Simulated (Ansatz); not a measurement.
**CaSe under changes of volume**

One of the cells (25.829 Å³/atom); the others are scaled copies at fixed shape and fractional positions:

```xyz
2
Lattice="0.0000 2.9560 2.9560 2.9560 0.0000 2.9560 2.9560 2.9560 0.0000" Properties=species:S:1:pos:R:3 pbc="T T T"
Se    2.9560    2.9560    2.9560
Ca    0.0000    0.0000    0.0000
```

| Quantity | Value |
| --- | --- |
| Program | Ansatz 0.2.0 |
| Functional | PBE |
| Potentials or basis | Ansatz PAW |
| Cutoff | 420 eV (not typed: the program's choice for these potentials) |
| k mesh | 8 × 8 × 8 |
| Occupations | fermi-dirac, width 0.05 eV |
| Spin | no spin polarisation |

```csv
volume (Å³/atom),energy over the lowest point (meV/atom),pressure (GPa),gap on the mesh (eV)
24.280,30.38,4.9,1.87
24.796,?,?,?
25.313,7.66,2.3,1.98
25.829,2.13,1.2,2.03
26.346,0.00,0.2,2.08
26.863,0.94,-0.7,2.12
27.379,4.66,-1.6,2.16
```

Question: What does the run at 24.796 Å³/atom give?

Answer: Energy over the lowest point 16.94 meV/atom; pressure 3.5 GPa; gap on the mesh 1.93 eV.

Worked out: A Birch-Murnaghan fit of order 3 (a polynomial in V^(-2/3)) to the other rows has its minimum at 26.44 Å³/atom with B0 = V·E''(V) = 48 GPa and B' = 4.1. It gives 16.95 meV/atom at 24.796 Å³/atom, against the run's 16.94, and -dE/dV = 3.5 GPa, against 3.5. A straight line through the other rows of the gap, of slope 2.42 eV per unit of ln V, gives 1.93 eV, against the run's 1.93.

Energies are extrapolated to zero smearing.

A mesh can miss the band edges. Spin-orbit coupling on Se is left out.
